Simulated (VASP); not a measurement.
# SnTe: relaxation of cell and atoms with PBE

SnTe:

```
Sn Te
1.0
     0.00000    3.15085    3.15085
     3.15085    0.00000    3.15085
     3.15085    3.15085    0.00000
Sn Te
1 1
Direct
  0.00000 0.00000 0.00000
  0.50000 0.50000 0.50000
```

* Program: VASP 6.6.1
* Task: relaxation of cell and atoms
* Functional: PBE
* Potentials or basis: VASP PAW PBE potentials, release 64 (Sn_d, Te)
* Cutoff: 600 eV
* k mesh: 10 × 10 × 10
* Occupations: gaussian, width 0.03 eV
* Spin: no spin polarisation
* Further INCAR settings: ALGO = Normal; EDIFF = 1e-06; IBRION = 2; EDIFFG = -0.01; NSW = 90; ISIF = 3

```
Relaxed volume                         : 32.93 Å³/atom
Relaxed cell                           : a = 4.533 Å, b = 4.533 Å, c = 4.533 Å, α = 60.00°, β = 60.00°, γ = 60.00°
Space group after relaxing (to 0.05 Å) : Fm-3m (No. 225)
Energy gained by relaxing              : 11.1 meV/atom
Ionic steps                            : 3
Pressure after relaxing                : 0.0 GPa
Band gap on the k mesh                 : 0.05 eV, direct
```

Step by step:
```
step  energy change (eV)  largest force (eV/Å)  pressure (GPa)  volume (Å³)
   1              0.0000                0.0000            2.24        62.56
   2             -0.0211                0.0000           -0.43        66.60
   3             -0.0222                0.0000           -0.01        65.85
```

Final structure:
```
Sn Te
1.0
     0.00000    3.20518    3.20518
     3.20518    0.00000    3.20518
     3.20518    3.20518    0.00000
Sn Te
1 1
Direct
  0.00000 0.00000 0.00000
  0.50000 0.50000 0.50000
```

Levels at points of the mesh, in eV from the valence-band top:
```csv
k point,band 7,band 8,band 9,band 10,band 11,band 12,band 13,band 14
"(0.00, 0.00, 0.00)",-4.87,-2.00,-2.00,-2.00,3.25,3.25,3.25,4.85
"(0.50, 0.00, 0.00)",-8.06,-1.67,-1.67,0.00,0.05,0.45,0.45,7.67
"(0.50, 0.50, 0.00)",-6.43,-5.21,-3.49,-3.49,2.38,4.69,4.69,6.02
```

Wall time 110 s on 1 thread of Intel(R) Xeon(R) Platinum 8375C CPU @ 2.90GHz (Ice Lake), with other jobs on the host, peak memory 0.25 GiB.

Caveat: spin-orbit coupling is left out, which moves the levels of the heavy elements. PBE usually gives volumes a little too large and moduli too small.
